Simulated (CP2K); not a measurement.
WC (Qusongite):

```
W C
1.0
     2.90650    0.00000    0.00000
    -1.45325    2.51710    0.00000
     0.00000    0.00000    2.83660
W C
1 1
Cartesian
  0.0000 0.0000 0.0000
  1.4533 0.8390 1.4183
```

Base run:

| Property | Result |
| --- | --- |
| Program | CP2K 2026.2 |
| Functional | PBE |
| Potentials or basis | POTENTIAL_UZH W GTH-PBE0-q14, C GTH-PBE0-q4; DZVP-MOLOPT-SR-GTH basis |
| Density cutoff | 6123 eV |
| k mesh | 10 × 10 × 9 |
| Occupations | fermi-dirac, width 0.05 eV |
| Spin | no spin polarisation |

Its results: band gap on the k mesh none (metal or under the smearing width); pressure 2.2 GPa.

The run is repeated on the same cell with these changes: potentials or basis from POTENTIAL_UZH W GTH-PBE0-q14, C GTH-PBE0-q4; DZVP-MOLOPT-SR-GTH basis to GTH_POTENTIALS W GTH-PADE-q14, C GTH-PADE-q4; DZVP-MOLOPT-SR-GTH basis; potentials from W GTH-PBE0-q14 of POTENTIAL_UZH, C GTH-PBE0-q4 of POTENTIAL_UZH to W GTH-PADE-q14 of GTH_POTENTIALS, C GTH-PADE-q4 of GTH_POTENTIALS. What comes out?

Band gap on the k mesh none (metal or under the smearing width); pressure -20.8 GPa.

Caveats: the basis of atomic orbitals isn't converged, which shifts pressures, moduli and gaps; the potentials were made for another functional, which shifts forces and pressure (some runs).

Not every run made on this cell is shown here.
